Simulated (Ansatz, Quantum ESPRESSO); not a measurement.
One calculation of Ag, 4 ways

```
Ag
1.0
     2.93000    0.00000    0.00000
    -1.46500    2.53745    0.00000
     0.00000    0.00000    4.79000
Ag
2
Cartesian
  1.4650 0.8458 3.5925
  0.0000 1.6916 1.1975
```

This isn't the form of Ag at room conditions, which is fcc.

Alike in all runs: task band structure; functional PBEsol; k mesh 10 × 10 × 6; occupations fermi-dirac, width 0.05 eV; no spin polarisation; no spin-orbit coupling. Pressure is positive in compression and, in plane waves, holds the error of the finite cutoff, which Ansatz's Pulay term estimates and takes out.

```csv
program and potentials,plane-wave cutoff (eV),notes,pressure (GPa)
"Quantum ESPRESSO, GBRV 1.5 PBEsol",762,19 valence electrons an atom on average,-6.47
"Quantum ESPRESSO, PseudoDojo 0.4.1 SR PBEsol standard",1116,19 valence electrons an atom on average,?
"Ansatz, all-electron LAPW, scalar-relativistic",-,-,-6.13
"Ansatz, PAW datasets made for the crystal",260,11 valence electrons an atom on average,-6.14
```

Question: Estimate from the other rows what the run with Quantum ESPRESSO, PseudoDojo 0.4.1 SR PBEsol standard gave.

Answer: Pressure -6.27 GPa. The other rows, which needn't bracket it: pressure -6.47 to -6.13.
